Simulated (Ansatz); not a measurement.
# TiB2 (P6/mmm) in Ansatz: reference runs

Reference runs on TiB2: the cell as given and a disturbed copy.

Everything below comes from runs of Ansatz 0.2.0. Logs are shortened: lines on timing, memory, paths and dates and some standing lists are left out, and cuts for length are marked.

**1. The structure**

The structure is hexagonal, space group P6/mmm (No. 191). The conventional cell has a = 3.029 Å, b = 3.029 Å, c = 3.228 Å, α = 90.00°, β = 90.00°, γ = 120.00°. Around Ti (site symmetry 6/mmm) lie 12 B at 2.38 Å. Around B (site symmetry -6m2) lie 3 B at 1.75 Å.

**2. Single point, PBEsol**

Contents of input.yaml:

```yaml
crystal:
  lattice:
    - [3.0292, 0.0, 0.0]
    - [-1.5146, 2.6233641531, 0.0]
    - [0.0, 0.0, 3.2284]
  atoms:
    - { symbol: Ti, position: [0.0, 0.0, 0.0] }
    - { symbol: B, position: [0.6666666667, 0.3333333333, 0.5] }
    - { symbol: B, position: [0.3333333333, 0.6666666667, 0.5] }
kpoints:
  mp_grid: { grid: [10, 10, 8] }
scf:
  occupations: { method: fermi_dirac, width: 0.05 }
hamiltonian:
  xc: pbesol
  pseudopotentials: { kind: all_electron, lapw: { basis_error: 0.001 } }
output:
  forces: true
  stress: true
  eigenvalues: true
  populations: true
```

Potentials or basis: all-electron LAPW, scalar-relativistic.

Run with:

```bash
$ ansatz run input.yaml --threads 2 --pin off --max-ram 8192MiB --backend cpu --events-out ev --progress --plain --runs-dir out
```

Standard output:

```text
Warning: RAYON_NUM_THREADS=2 ignored (pool sized by the plan → 2); use --threads N
Ti: projections on atomic orbitals take those of the free atom 1s2 2s2 2p6 3s2 3p6 3d2 4s2, of charge +0.00 (hamiltonian.pseudopotentials.projection_atoms)
B: projections on atomic orbitals take those of the free atom 1s2 2s2 2p1, of charge +0.00 (hamiltonian.pseudopotentials.projection_atoms)
LAPW: plane waves up to 9.030 Å⁻¹, error target 1.0e-3 eV per atom; small_component_spin mean_spin; B in spheres of 0.874 Å, 5 of its electrons in bands, Dirac shells []; Ti in spheres of 1.240 Å, 18 of its electrons in bands, Dirac shells [] (how accurate: hamiltonian.pseudopotentials.lapw.basis_error, Limitations)
Engine: ansatz 0.2.0, x86_64-unknown-linux-gnu
Pseudopotentials: kind: all_electron
Pseudopotential: Ti, LAPW, valence charge 18, lapw/all_electron/scalar/gaussian/Ti, Koelling and Harmon's equation, gaussian nucleus
Pseudopotential: B, LAPW, valence charge 5, lapw/all_electron/scalar/gaussian/B, Koelling and Harmon's equation, gaussian nucleus
Functional definition: PBEsol
  exchange = pbesol_x
  correlation = pbesol_c
Crystal: 3 atoms, lattice volume = 25.655 Å³
Basis set: ecut = 310.6912837911429 eV, 327 PW (Γ), exchange–correlation at level 2
Bands: 18, of which v1, the nominal top of the filled ones, is band 14 counted from 1 (13 counted from 0)
Symmetry: 24 space group operations
Space group: P6/mmm (ITA 191), of the structure as read, at distance tolerance 2.9e-5 Å
k-points: 70 of 800
Non-local potential: Ti, projectors of the file, none
Non-local potential: B, projectors of the file, none
Initial density: superposition of atomic densities (chi_scale 0.1, normalization cell, long waves kept (reshape's long-wave potential 0.00 eV rms))
Initial wavefunctions: plane waves of lowest kinetic energy (no species holds an atomic orbital)
Functional: x = pbesol(κ = 0.804, μ = 0.12345679012345678), c = pbesol(β = 0.046)
iter 1 solved again at ethr=1.55e-2 eV; its pass at ethr=1.00e-1 eV (dr2=4.34e0 eV) is discarded
SCF iter   1: F=—  HF=-24558.628921 eV  |F-HF|=—  |Δ(HF+E_count)|=         —  Δρ=9.84e-2  dr2=4.35e0  ethr=1.55e-2  ⟨swp⟩=2.0  Hψ=8220  notcnv=0
preconditioner: auto → none  [metal: Δε(μ)=0.109 eV  Ē_g=9.735 eV  σ=0.050 eV  W_gap=0.42  n_scr=8 (ndim 8)  ℏωp=23.2 eV  f_vac=0.000  D(μ)=0.62/eV (n_scr^D=2)  sad-step TF]
iter 2 solved again at ethr=5.28e-4 eV; its pass at ethr=1.55e-2 eV (dr2=1.48e-1 eV) is discarded
SCF iter   2: F=—  HF=-24557.010464 eV  |F-HF|=—  |Δ(HF+E_count)|=    1.62e0  Δρ=2.20e-2  dr2=1.47e-1  ethr=5.28e-4  ⟨swp⟩=2.1  Hψ=6455  notcnv=0
SCF iter   3: F=—  HF=-24556.858730 eV  |F-HF|=—  |Δ(HF+E_count)|=         —  Δρ=8.53e-3  dr2=1.33e-2  ethr=5.24e-4  ⟨swp⟩=3.0  Hψ=3988  notcnv=0
the basis was enlarged: its passes take 54.8 KiB over the memory plan, 2 of 2 planned eigensolver slots
SCF iter   4: F=—  HF=-24556.847315 eV  |F-HF|=—  |Δ(HF+E_count)|=   1.14e-2  Δρ=2.42e-3  dr2=8.73e-4  ethr=4.74e-5  ⟨swp⟩=3.0  Hψ=3849  notcnv=0
SCF iter   5: F=—  HF=-24556.846911 eV  |F-HF|=—  |Δ(HF+E_count)|=   4.04e-4  Δρ=3.55e-4  dr2=2.13e-5  ethr=3.12e-6  ⟨swp⟩=2.5  Hψ=3553  notcnv=0
SCF iter   6: F=—  HF=-24556.846906 eV  |F-HF|=—  |Δ(HF+E_count)|=   4.62e-6  Δρ=3.00e-5  dr2=9.70e-8  ethr=7.62e-8  ⟨swp⟩=2.2  Hψ=3518  notcnv=0
SCF iter   7: F=-24556.846906 eV  HF=-24556.846906 eV  |F-HF|=2.43e-8  |Δ(HF+E_count)|=   8.70e-8  Δρ=6.52e-6  dr2=1.43e-8  ethr=3.46e-10  ⟨swp⟩=2.9  Hψ=3722  notcnv=0
SCF 1 converged in 7 iterations: F = -24556.846906 eV  dr2 = 1.43e-8
SCF converged after 7 iterations
Free energy (F): -24556.846906 eV
Harris-Foulkes:  -24556.846906 eV  (|F-HF|=2.43e-8)
Internal energy: -24556.840587 eV  (E = F + TS)
E sigma→0 (E₀):  -24556.843747 eV
Entropy (-TS):   -0.006319 eV (-2.106 meV/atom)
Fermi energy:    15.466241 eV
--- Per-component energies (eV) ---
  E_band       = -3246.217473
  E_kinetic    = 24767.797280
  E_xc         = -1339.738127
  E_electrostatic = -47984.899740  (all electrons and nuclei)
  E_smearing   = -0.006319  (= −TS)
  E_closure    = 0.000000  (closes the sum)
  E_atoms      = -24532.065373  (free atoms, spherical and without spin; not in F)
  Σ components = -24556.846906   (vs F -24556.846906, Δ=0.00e0)
  Basis errors (estimates in eV, not in F): energy 3.9e-4 per atom: plane waves 3.6e-4 (1.9e-4 summed), levels above the bands 3.0e-46, relativity 6.2e-9, radial functions 3.8e-5, core shells 1.6e-7; eigenvalues (radial functions only) 3.4e-6; not estimated: angular momenta, meshes, grids; target (lapw.basis_error) 1.0e-3; muffin-tin radii B 0.874 Å, Ti 1.240 Å
--- Forces (eV/Å), atoms counted from 1 ---
  atom   1  Ti     0.00000000    -0.00000000     0.00000000
  atom   2  B     -0.00000000     0.00000000     0.00000000
  atom   3  B      0.00000000    -0.00000000     0.00000000
  max |Σ_I F_I| component: 1.85e-17 eV/Å
--- Stress (GPa, compression-positive) ---
       -4.378456       0.000000      -0.000000
        0.000000      -4.378456      -0.000000
       -0.000000      -0.000000      -6.517749
  P = ⅓ Tr σ = -5.0916 GPa (-50.916 kbar)
--- Band table (eV; the first three rows and the last of 70) ---
  k-point 0: bands = ["-422.5727", "-422.5407", "-422.5407", "-156.3235", "-156.3061", "-41.1384", "-17.6000", "-17.2921", "-17.2921", "2.0577", "12.9344", "12.9344", "13.2264", "13.3833", "17.4381", "17.4381", "19.2144", "19.2144"]
  k-point 1: bands = ["-422.5727", "-422.5407", "-422.5407", "-156.3235", "-156.3061", "-41.1362", "-17.6305", "-17.2897", "-17.2897", "2.2654", "11.6772", "13.0991", "13.0991", "14.7239", "16.9569", "16.9569", "18.8573", "18.8573"]
  k-point 2: bands = ["-422.5727", "-422.5407", "-422.5407", "-156.3235", "-156.3061", "-41.1309", "-17.7035", "-17.2838", "-17.2838", "2.8378", "10.0027", "13.5825", "13.5825", "15.9104", "16.1476", "16.1476", "17.9397", "17.9397"]
  k-point 69: bands = ["-422.5727", "-422.5407", "-422.5407", "-156.3159", "-156.3137", "-41.0620", "-17.6980", "-17.5849", "-17.5082", "6.5081", "7.5141", "9.8923", "12.1715", "12.4732", "18.0503", "19.4998", "19.6601", "19.9507"]
--- Löwdin populations: 3 sites ---
  site symbol       q [e]
     0     Ti     21.1326
     1      B      5.4159
     2      B      5.4159
  spilling = 0.001111 (of n_electrons = 32.000000)
```

Run time: 10 s. Hardware: 2 threads of Intel Xeon at 2.50GHz (Skylake/Cascade Lake), shared host; peak memory 0.34 GiB.

What came out:

```
Free energy            : -24556.8469 eV
Pressure               : -5.1 GPa
Band gap on the k mesh : none (metal or under the smearing width)
Loewdin charges        : Ti +0.87; B -0.42 e
```

Stress tensor (GPa, compression positive):
```
-4.38  0.00  0.00
 0.00 -4.38  0.00
 0.00  0.00 -6.52
```

Levels at points of the mesh, in eV from the Fermi level:
| k point | band 11 | band 12 | band 13 | band 14 | band 15 | band 16 | band 17 | band 18 |
| --- | --- | --- | --- | --- | --- | --- | --- | --- |
| (0.00, 0.00, 0.00) | -2.53 | -2.53 | -2.24 | -2.08 | 1.97 | 1.97 | 3.75 | 3.75 |
| (0.00, 0.00, -0.50) | -7.56 | -0.46 | -0.46 | -0.12 | -0.12 | 0.49 | 0.49 | 1.71 |
| (0.00, -0.50, 0.00) | -9.11 | -3.18 | -3.16 | -2.23 | 1.41 | 2.83 | 3.31 | 3.45 |
| (0.00, -0.50, -0.50) | -7.45 | -4.57 | -3.77 | -3.07 | 2.56 | 3.01 | 4.58 | 4.69 |

**3. Single point, PBEsol (atoms moved at random, drawn with an rms of 0.05 Å)**

input.yaml, as its differences from that of step 2:

```diff
@@ -6,5 +6,5 @@
   atoms:
-    - { symbol: Ti, position: [0.0, 0.0, 0.0] }
-    - { symbol: B, position: [0.6666666667, 0.3333333333, 0.5] }
-    - { symbol: B, position: [0.3333333333, 0.6666666667, 0.5] }
+    - { symbol: Ti, position: [-0.003371, -0.013915, -0.015266] }
+    - { symbol: B, position: [0.656398, 0.313478, 0.502741] }
+    - { symbol: B, position: [0.331489, 0.666492, 0.494086] }
 kpoints:
```

Potentials or basis: all-electron LAPW, scalar-relativistic.

Run with:

```bash
$ ansatz run input.yaml --threads 2 --pin off --max-ram 8192MiB --backend cpu --events-out ev --progress --plain --runs-dir out
```

It took 92 s on 2 threads of Intel Xeon at 2.50GHz (Skylake/Cascade Lake), shared host; peak memory 0.7 GiB.

It converged, with:

| Quantity | Value |
| --- | --- |
| Free energy | -24556.8075 eV |
| Pressure | -4.5 GPa |
| Largest force | 0.946 eV/Å |
| Band gap on the k mesh | none (metal or under the smearing width) |
| Loewdin charges | Ti +0.87; B -0.42 e |

Forces in eV/Å, atoms in the order of the input:
```
Ti  -0.203  0.138  0.616
B    0.045  0.781 -0.461
B    0.159 -0.920 -0.155
```

Stress tensor (GPa, compression positive):
```
-5.02  0.06 -0.16
 0.06 -2.16  0.09
-0.16  0.09 -6.32
```

Levels at points of the mesh, in eV from the Fermi level:
| k point | band 12 | band 13 | band 14 | band 15 | band 16 | band 17 |
| --- | --- | --- | --- | --- | --- | --- |
| (0.00, 0.00, 0.00) | -2.43 | -2.33 | -1.89 | 1.93 | 1.99 | 3.59 |
| (0.00, 0.00, -0.50) | -0.87 | -0.29 | -0.18 | 0.05 | 0.53 | 0.60 |
| (0.00, -0.50, 0.00) | -3.07 | -3.02 | -2.20 | 1.40 | 2.82 | 3.12 |
| (0.00, -0.50, -0.50) | -4.52 | -3.91 | -2.93 | 2.55 | 3.01 | 4.56 |
| (-0.50, 0.00, 0.00) | -3.25 | -3.22 | -2.24 | 1.43 | 2.83 | 3.32 |
| (-0.50, 0.00, -0.50) | -4.59 | -3.72 | -3.13 | 2.57 | 3.01 | 4.54 |
| (-0.50, -0.50, 0.00) | -3.26 | -3.24 | -2.25 | 1.44 | 2.84 | 3.32 |
| (-0.50, -0.50, -0.50) | -4.60 | -3.70 | -3.15 | 2.57 | 3.01 | 4.55 |
